Why does it cost more energy to squeeze a piece of ruthenium than to stretch it by the same volume? The table follows the hexagonal metal through five volumes, from 6 % below its relaxed volume to 6 % above, in a density functional calculation. The energy over minimum is what an atom has gained relative to the bottom of the fitted curve. A positive pressure squeezes the crystal and a negative one pulls it apart.

Hcp ruthenium (two-atom cell), computed with Ansatz 0.2.0 using the r2SCAN functional, scalar-relativistic PAW and plane waves up to 500 eV, without spin polarisation, on an 18×18×10 k mesh with 0.1 eV Gaussian smearing. Cell shape and atoms are relaxed at each volume. Energies count from the minimum of a third-order Birch–Murnaghan fit.

| volume per atom (Å³/atom) | energy over minimum (meV/atom) | pressure (GPa) |
| --- | --- | --- |
| 12.680 | 57.5 | 24.24 |
| 13.085 | 13.5 | 11.07 |
| 13.490 | 0.0 | 0.00 |
| 13.894 | 12.2 | -9.29 |
| 14.299 | 45.9 | -17.07 |

At the smallest volume the energy has risen by 57.5 meV per atom, at the largest by only 45.9 meV. The pressures are more lopsided still, with a ratio of 1.42 between push and pull. Spin was switched off, which suits ruthenium, and one smooth curve passes through all five energies, so there is no sign of a change of state.

A tempting answer is geometry. Bonds are lengths, not volumes, and a length goes as the cube root of a volume. Removing 6 % of the volume shortens the bonds by 2.04 %, while adding 6 % lengthens them by only 1.96 %. Perfectly harmonic springs between the atoms would therefore already store more energy on the squeezed side.

How much more can be worked out by hand. For a small relative change δ of the bond length the volume changes by 3δ, so the energy per atom is

E = ½ B V (3δ)² = 4.5 B V δ²,

where V is the equilibrium volume per atom and B the bulk modulus, 338 GPa from the Birch–Murnaghan fit to these same energies. With 1 eV/Å³ = 160.2 GPa, the product B V is 338 × 13.49 / 160.2 = 28.5 eV, and 4.5 times that is 128 eV.

Squeezing then costs 128 eV × 0.0204² ≈ 53 meV, and stretching 128 eV × 0.0196² ≈ 49 meV. Both end rows took part in the fit that supplied B, so the right overall size is no surprise. The difference between them is the real test, and springs give only about a third of the computed one. Geometry is a true part of the answer, but the bonds themselves must stiffen as they shorten.

They do so because two tendencies balance at equilibrium, and the repulsion changes faster with distance than the attraction. On squeezing, the repulsion runs ahead and the well wall steepens; on stretching, both fade and the wall flattens. A simple form with this property is

E = A (r⁻ˢ − 1)²,

with r the mean distance relative to equilibrium and A an energy scale. Multiplied out, it holds a repulsion r⁻²ˢ against an attraction r⁻ˢ, so a larger s means steeper forces and a more lopsided well.

Two physical pictures give s without a fit. In an electron gas the kinetic energy grows as r⁻² when the electrons are confined, against an electrostatic attraction that goes as r⁻¹, so s = 1. In a metal held by d bonds, the coupling between d orbitals on neighbouring atoms goes roughly as r⁻⁵. If the overlap repulsion follows the square of that coupling, s = 5.

With the same curvature at the minimum, the electron gas makes squeezing 7.9 meV dearer than stretching, and the d-bond form makes it 16.2 meV dearer. The computed difference is 11.6 meV. The first picture is too gentle and the second too steep, and the ratio of pressures gives the same verdict. When s is left free and adjusted to all five energies, it settles at 2.8.

It is tempting to read this value as a recipe, part electron gas and part d bond. The curve does not support such a reading. Take two wells built from exponentials instead of powers, and call steepness the rate at which an attraction or repulsion fades at equilibrium, in per cent of its size for each per cent of added distance. An attraction of steepness 5 with a repulsion of 6.5, and an attraction of 2 with a repulsion of 9.5, give energies that differ by less than the last digit of the table.

Both pairs were chosen to have the same sum of steepnesses, 11.5, and in wells of this form that sum is practically all that the lopsidedness reveals. The first pair has an attraction just as steep at equilibrium as the d coupling. So the numbers reject r⁻⁵ against r⁻¹⁰, and even r⁻⁵ against any other steeper single power, since the mildest such pair is still too lopsided. They do not reject d bonding itself, because an equally steep attraction fits once it follows an exponential. To learn which electrons hold the metal together, one has to look at something other than the energy curve.

The bands of the same calculation offer a hint. Their overlap in energy, measured between the top of the lowest bands that could just hold all the electrons and the bottom of the next band, shrinks on expansion as about r⁻⁴·⁴. That is much closer to the r⁻⁵ of d coupling than to the r⁻² of free electrons. It tells how the bands respond to distance, though it is no measure of the bonding energy.

Theory supplies the rest of the argument. Ruthenium stands near the middle of its transition row, where mostly bonding d states are filled, and these pull the atoms together. The s electrons, confined between the ions, and the overlap of the ion cores push back. How much each of them contributes to the lopsidedness, these energies cannot say.

The same reasoning helps with other metals. Sodium has no d bonds and only small, well separated ion cores, so its well should lie nearer to the electron-gas form. In gold the d shells are nearly full: they bond much less than in ruthenium but repel strongly when they overlap, and gold is indeed known to stiffen faster under pressure than most transition metals. The useful question is how steeply repulsion and attraction together change with distance, and not how strong the bond is.

For anyone who estimates stresses, the lopsidedness sets the range in which a single bulk modulus can be trusted. Used at a 6 % volume change, 338 GPa gives 0.06 × 338 ≈ 20 GPa in either direction, while the calculation gives 24 GPa for squeezing and 17 GPa for stretching. The modulus itself falls from 419 GPa between the two smallest volumes to 271 GPa between the two largest. Thermal and zero-point motion, which the calculation leaves out, would be expected to expand the metal a little and so lower its modulus at zero pressure.

The printed analysis below compares the three forms row by row and shows that the well fitted to the energies also returns the pressures to within 0.1 GPa. Since pressure is the slope of the energy, this confirms the shape of the well and not its cause.

Numerical output:

```
fit of energy_over_minimum on 5 rows: coefficient of (1/x**s-1)**2 16545 +/- 7.1, s 2.781; rms 0.025, worst 13.894 -0.0393, leave-one-out rms 0.166
Energies of the rivals (meV/atom) and pressure from the fitted well (GPa):
     row  computed    springs  electron gas     d pair  pressure from well
   12.68      57.5      53.14         55.38      60.19                24.2
  13.085      13.5      12.95         13.22      13.77               11.02
   13.49         0  0.0002731     0.0002731  0.0002731            -0.04682
  13.894      12.2      12.62         12.37      11.89              -9.331
  14.299      45.9      49.39          47.5      43.98              -17.16
Bond shortening at smallest volume, %: 2.038
Bond lengthening at largest volume, %: 1.965
Energy squeezed less stretched, computed, meV/atom: 11.6
Energy squeezed less stretched, springs, meV/atom: 3.757
Energy squeezed less stretched, electron gas, meV/atom: 7.877
Energy squeezed less stretched, d pair, meV/atom: 16.21
Share of the asymmetry that springs give, %: 32.38
Pressure ratio squeezed to stretched, computed: 1.42
Pressure ratio, springs: 1.128
Pressure ratio, electron gas: 1.272
Pressure ratio, d pair: 1.618
Pressure derivative of bulk modulus from fitted well (s + 2): 4.781
Largest miss of pressure from fitted well, GPa: 0.08516
Bulk modulus between the two smallest volumes, GPa: 418.9
Bulk modulus between the two largest volumes, GPa: 270.8
Repulsion steepness needed with attraction steepness 5 (exponential well): 6.502
Repulsion steepness needed with attraction steepness 2 (exponential well): 9.502
Largest difference between these two exponential wells, meV/atom: 0.02731
Band overlap falls as distance to the power minus: 4.443
Change of smearing correction over the scan, meV/atom: 0.3971
```
